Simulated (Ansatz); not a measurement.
`CC(=O)O[SiH3]` + `F[C](F)F`• → `CC(=O)O[SiH2]`• + trifluoromethane at 500 K and 1 bar (hydrogen abstraction from the Si–H bond).

Computed with Ansatz on PBE0-D4/def2-TZVP structures; ΔE is electronic, products minus reactants. CCSD(T)/CBS is the MP2 limit (def2-TZVPP, def2-QZVPP) plus CCSD(T) − MP2 in def2-TZVPP, frozen cores. This one scheme is used for every species. No spin–orbit coupling; open shells (•) take unrestricted orbitals.

| species | CCSD(T)/CBS energy (Eh) | H − E (kJ/mol) | S (J/(mol·K)) |
| --- | --- | --- | --- |
| `CC(=O)O[SiH3]` | -519.18600 | 247.8 | 400.4 |
| `F[C](F)F`• | -337.34656 | 55.3 | 293.3 |
| `CC(=O)O[SiH2]`• | -518.52752 | 220.6 | 401.9 |
| `FC(F)F` | -338.02896 | 90.5 | 290.1 |

H − E and S are ideal-gas, rigid-rotor, harmonic terms from PBE0-D4/def2-TZVP, for one conformer and one mirror image of each species, with the whole ground term of open shells counted as degenerate. 1 Eh = 2625.50 kJ/mol, R = 8.31446 J/(mol·K).

By hand: ΔE, ΔH, ΔS and ΔG.

ΔE = (-518.52752) + (-338.02896) − (-519.18600) − (-337.34656) = -0.02392 Eh = -62.8 kJ/mol. Δ(H − E) = 220.6 + 90.5 − 247.8 − 55.3 = 8.0, so ΔH = -54.8 kJ/mol. ΔS = 401.9 + 290.1 − 400.4 − 293.3 = -1.7 J/(mol·K). ΔG = -54.8 − 500 × (-1.7)/1000 = -53.9 kJ/mol.

By hand: the equilibrium constant, and the temperature at which ΔG would vanish if ΔH and ΔS stayed fixed.

log₁₀ K = −ΔG/(RT ln 10) = 5.6. ΔG = 0 at ΔH/ΔS = 32235 K, far beyond where these terms or the molecules hold.

The number of gas molecules stays the same, so ΔS is small and ΔH decides. A doubt of 5 kJ/mol in ΔE shifts log₁₀ K by 0.5 here. Other conformers and mirror images would add mixing entropy, several J/(mol·K) or more a flexible species. These are equilibria of isolated gas molecules and say nothing of rates. Largest T1 diagnostic: 0.016 (customary marks: 0.02 for closed shells, 0.045 for open ones).
